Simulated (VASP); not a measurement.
# Au in VASP: settings compared, part 2 of 2

VASP 6.6.1. Earlier steps stand in the parts before.

## 4. Work function, PBE

Contents of INCAR:

```
SYSTEM = Au
PREC = Accurate ; ENCUT = 520
EDIFF = 1E-6 ; ISMEAR = -1
SIGMA = 0.05 ; LREAL = .FALSE.
LASPH = .TRUE. ; NELM = 60
ALGO = Normal ; ISIF = 2
LWAVE = .FALSE. ; LCHARG = .TRUE.
LDIPOL = .TRUE. ; IDIPOL = 3
DIPOL = 0.5 0.5 0.294 ; GGA = PE
LELF = .TRUE. ; LVHAR = .TRUE.
LVACPOTAV = .TRUE.
```

Contents of KPOINTS:

```
regular mesh
0
G
  10 10 1
  0 0 0
```

Contents of POSCAR:

```
Au
1.0
    2.6622700000      0.0000000000      0.0000000000
    0.0000000000      2.6617000000      0.0000000000
    0.0000000000      0.0000000000     23.8000000000
Au
1
Direct
    0.0000000000      0.5000000000      0.2941200000
```

Potentials or basis: VASP PAW PBE potentials, release 64 (Au).

Started as:

```
cat potpaw_PBE.64/Au/POTCAR > POTCAR
mpirun -np 1 vasp_std > vasp.out
```

OUTCAR:

```text
SYSTEM = Au
   PREC = Accurate
   ENCUT = 520
   EDIFF = 1E-6
   ISMEAR = -1
   LREAL = .FALSE.
   LASPH = .TRUE.
   NELM = 60
   ISIF = 2
   GGA = PE

 ion  position               nearest neighbor table
   1  0.000  0.500  0.294-

  LATTYP: Found a simple orthorhombic cell.
 ALAT       =     2.6617000000
 B/A-ratio  =     1.0002141489
 C/A-ratio  =     8.9416538303

  Lattice vectors:

 A1 = (   0.0000000000,  -2.6617000000,   0.0000000000)
 A2 = (   2.6622700000,   0.0000000000,   0.0000000000)
 A3 = (   0.0000000000,   0.0000000000,  23.8000000000)

Analysis of symmetry for initial positions (statically):
=====================================================================
 Subroutine PRICEL returns:
 Original cell was already a primitive cell.

 Routine SETGRP: Setting up the symmetry group for a
 simple orthorhombic supercell.

 Subroutine GETGRP returns: Found  8 space group operations
 (whereof  4 operations were pure point group operations)
 out of a pool of  8 trial point group operations.

The static configuration has the point symmetry C_2v.
 The point group associated with its full space group is D_2h.

Analysis of symmetry for dynamics (positions and initial velocities):
=====================================================================
 Subroutine PRICEL returns:
 Original cell was already a primitive cell.

 Routine SETGRP: Setting up the symmetry group for a
 simple orthorhombic supercell.

 Subroutine GETGRP returns: Found  8 space group operations
 (whereof  4 operations were pure point group operations)
 out of a pool of  8 trial point group operations.

The dynamic configuration has the point symmetry C_2v.
 The point group associated with its full space group is D_2h.

 Subroutine INISYM returns: Found  8 space group operations
 (whereof  4 operations are pure point group operations),
 and found     1 'primitive' translations

----------------------------------------------------------------------------------------

                                     Primitive cell
[... 112 lines left out ...]
  Thomas-Fermi vector in A             =   1.730980
   LORBIT       =      0    0 simple, 1 ext, 2 COOP (PROOUT), +10 PAW based schemes
   GGA     = PE    functional components
   LHFCALC =     F    Hartree Fock is set to
   AEXX    =    0.0000 exact exchange contribution
   IVDW    =     0    specifies the selected vdW correction
   LEPSILON=     F    determine dielectric tensor
   LRPA    =     F    only Hartree local field effects (RPA)
 non-spin polarized calculation
  energy-cutoff  :      520.00
  volume of cell :      168.65
 maximum number of plane-waves:      4582
 NGX is ok and might be reduce to    20
   NGX =  9   NGY =  9   NGZ = 89

 number of electron      11.0000002 magnetization

 dipolmoment           0.000000      0.000000     -0.000009 electrons x Angstroem

 Free energy of the ion-electron system (eV)
  ---------------------------------------------------
  ext. energy  EPLUGINS =         0.00000000
  ---------------------------------------------------
  free energy    TOTEN  =        -2.63519025 eV

  energy without entropy =       -2.62987108  energy(sigma->0) =       -2.63253067

 E-fermi :  -4.3173     XC(G=0):  -1.9564

 val. band max:       -4.3632782509   @ k =   0.4000   0.5000   0.0000
 cond. band min:      -4.0234828780   @ k =   0.4000   0.1000   0.0000
 fundamental gap:      0.3397953730
 Fermi energy:        -4.3172714495

 k-point     1 :       0.0000    0.0000    0.0000
  band No.  band energies     occupation
      1     -10.7224      2.00000
      2      -9.7364      2.00000
      3      -6.9248      2.00000
      4      -5.6106      2.00000
      5      -5.6092      2.00000
      6      -4.9880      2.00000
      7      -2.4263      0.00000
      8       1.1724      0.00000
      9       1.5996      0.00000
[... 265 lines left out ...]
 k-point    24 :       0.5000    0.3000    0.0000
  band No.  band energies     occupation
      1      -8.8119      2.00000
      2      -7.7573      2.00000
      3      -6.9135      2.00000
      4      -6.3583      2.00000
      5      -5.5881      2.00000
      6       0.3555      0.00000
      7       0.6562      0.00000
      8       5.2242      0.00000
      9       6.9327      0.00000

 [... further k-points ...]
[... 5 lines left out ...]
  --------------------------------------------------------------------------------------
  -------------------------------------------------------------------------------------
  Total        0.0180091      0.0263697     -0.0141168      0.0000000      0.0000000      0.0000000
  in kB        0.1710856      0.2505114     -0.1341091      0.0000000      0.0000000      0.0000000
  external PRESSURE =       0.0958293 kB  Pullay stress =       0.0000000 kB

 VOLUME and BASIS-vectors are now :
 -----------------------------------------------------------------------------
  energy-cutoff  :      520.00
  volume of cell :      168.65
      direct lattice vectors                 reciprocal lattice vectors
     2.662270000  0.000000000  0.000000000     0.375619302  0.000000000  0.000000000
     0.000000000  2.661700000  0.000000000     0.000000000  0.375699741  0.000000000
     0.000000000  0.000000000 23.800000000     0.000000000  0.000000000  0.042016807

 POSITION                                       TOTAL-FORCE (eV/Angst)
 -----------------------------------------------------------------------------------
      0.00000      1.33085      7.00006         0.000000      0.000000     -0.000000
 -----------------------------------------------------------------------------------
    total drift:                               -0.000000      0.000000     -0.000097

  FREE ENERGIE OF THE ION-ELECTRON SYSTEM (eV)
  ---------------------------------------------------
  free  energy   TOTEN  =        -2.6351902491 eV

  energy  without entropy=       -2.6298710823  energy(sigma->0) =       -2.63253067

 vacuum level on the upper side and lower side of the slab         1.437         1.437
```

Run time: 29 s. Hardware: 1 thread of Intel Xeon 6975P-C (Granite Rapids), shared host; peak memory 0.27 GiB.

Results:

```yaml
Free_energy: -2.6352 eV
Band_gap_on_the_k_mesh: none (metal or under the smearing width)
Work_function_of_the_upper_face: 5.75 eV
Work_function_of_the_lower_face: 5.75 eV
```

The run has no spin-orbit coupling, so splittings on Au are missing.

## 5. Work function, PBEsol

INCAR: that of step 4 with these lines changed.

```diff
@@ -8,3 +8,3 @@
 LDIPOL = .TRUE. ; IDIPOL = 3
-DIPOL = 0.5 0.5 0.294 ; GGA = PE
+DIPOL = 0.5 0.5 0.294 ; GGA = PS
 LELF = .TRUE. ; LVHAR = .TRUE.
```

KPOINTS is that of step 4.

POSCAR is that of step 4.

Potentials or basis: VASP PAW PBE potentials, release 64 (Au).

Started as:

```
cat potpaw_PBE.64/Au/POTCAR > POTCAR
mpirun -np 1 vasp_std > vasp.out
```

OUTCAR:

```text
SYSTEM = Au
   PREC = Accurate
   ENCUT = 520
   EDIFF = 1E-6
   ISMEAR = -1
   LREAL = .FALSE.
   LASPH = .TRUE.
   NELM = 60
   ISIF = 2
   GGA = PS

 ion  position               nearest neighbor table
   1  0.000  0.500  0.294-

  LATTYP: Found a simple orthorhombic cell.
 ALAT       =     2.6617000000
 B/A-ratio  =     1.0002141489
 C/A-ratio  =     8.9416538303

  Lattice vectors:

 A1 = (   0.0000000000,  -2.6617000000,   0.0000000000)
 A2 = (   2.6622700000,   0.0000000000,   0.0000000000)
 A3 = (   0.0000000000,   0.0000000000,  23.8000000000)
[... 466 lines left out ...]
      4      -6.5078      2.00000
      5      -5.7299      2.00000
      6       0.1795      0.00000
      7       0.4505      0.00000
      8       5.1672      0.00000
      9       6.8936      0.00000

 [... further k-points ...]
[... 5 lines left out ...]
  --------------------------------------------------------------------------------------
  -------------------------------------------------------------------------------------
  Total       -0.9182430     -0.9100419     -0.0136466      0.0000000      0.0000000      0.0000000
  in kB       -8.7232847     -8.6453746     -0.1296422      0.0000000      0.0000000      0.0000000
  external PRESSURE =      -5.8327672 kB  Pullay stress =       0.0000000 kB

 VOLUME and BASIS-vectors are now :
 -----------------------------------------------------------------------------
  energy-cutoff  :      520.00
  volume of cell :      168.65
      direct lattice vectors                 reciprocal lattice vectors
     2.662270000  0.000000000  0.000000000     0.375619302  0.000000000  0.000000000
     0.000000000  2.661700000  0.000000000     0.000000000  0.375699741  0.000000000
     0.000000000  0.000000000 23.800000000     0.000000000  0.000000000  0.042016807

 POSITION                                       TOTAL-FORCE (eV/Angst)
 -----------------------------------------------------------------------------------
      0.00000      1.33085      7.00006         0.000000      0.000000     -0.000000
 -----------------------------------------------------------------------------------
    total drift:                                0.000000      0.000000     -0.000099

  FREE ENERGIE OF THE ION-ELECTRON SYSTEM (eV)
  ---------------------------------------------------
  free  energy   TOTEN  =        -3.0761528543 eV

  energy  without entropy=       -3.0712072392  energy(sigma->0) =       -3.07368005

 vacuum level on the upper side and lower side of the slab         1.434         1.434
```

It took 30 s on 1 thread of Intel Xeon 6975P-C (Granite Rapids), shared host; peak memory 0.27 GiB.

Results:

```yaml
Free_energy: -3.0762 eV
Band_gap_on_the_k_mesh: none (metal or under the smearing width)
Work_function_of_the_upper_face: 5.92 eV
Work_function_of_the_lower_face: 5.92 eV
```

Caveat: the PAW data sets were made with another functional, which shifts forces and pressure a little. The run has no spin-orbit coupling, so splittings on Au are missing.

## 6. The reference run

An earlier run on the cell as given: functional PBE; potentials or basis VASP PAW PBE potentials, release 64 (Au); cutoff 520 eV; k mesh 10 × 10 × 1; occupations fermi-dirac, width 0.05 eV; no spin polarisation.

* Band gap on the k mesh: none (metal or under the smearing width)

## 7. Overview

| task | level | potentials or basis | gap on the mesh (eV) | work function (eV) |
| --- | --- | --- | --- | --- |
| work function | PBE | VASP PAW PBE potentials, release 64 (Au) | none | 5.75 |
| work function | LDA | VASP PAW LDA potentials, release 64 (Au) | none | 6.19 |
| work function | PBEsol | VASP PAW PBE potentials, release 64 (Au) | none | 5.92 |
| single point | PBE | VASP PAW PBE potentials, release 64 (Au) | none | - |

Alike in all rows: no spin polarisation; cell as given; k mesh 10 × 10 × 1; cutoff (eV) 520; smearing fermi-dirac 0.05 eV.

Caveats: the PAW data sets were made with another functional, which shifts forces and pressure a little (some runs).

Total energies depend on the potentials used, so only differences within one code and one set of settings carry meaning.
